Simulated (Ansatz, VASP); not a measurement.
## Y: VASP beside Ansatz

```xyz
1
Lattice="0.0000 2.5844 2.6838 2.5844 0.0000 2.6838 2.5844 2.5844 0.0000" Properties=species:S:1:pos:R:3 pbc="T T T"
Y     0.0000    0.0000    0.0000
```

Change from the starting cell: strain +0.040 along x and y, +0.080 along z, atoms carried along.

Alike in both runs: task single point; functional LDA; k mesh 16 × 16 × 16; occupations gaussian, width 0.15 eV; no spin polarisation.

|  | VASP | Ansatz |
| --- | --- | --- |
| version | VASP 6.6.1 | Ansatz 0.2.0 |
| potentials or method | VASP PAW LDA potentials, release 64 (Y_sv) | scalar-relativistic, plane waves, PAW |
| plane-wave cutoff (eV) | 520 | 420 |
| valence electrons in the cell | 11 | 11 |

Ansatz gave:

```
gap on the k mesh at the Fermi level (eV)       : none
pressure (GPa)                                  : -6.4
largest component of the traceless stress (GPa) : 0.70
```

What did VASP give for the same quantities?

gap on the k mesh at the Fermi level (eV): none; pressure (GPa): -6.5; largest component of the traceless stress (GPa): 0.71.

A gap of «none» marks a metal or a gap that the smearing closes.
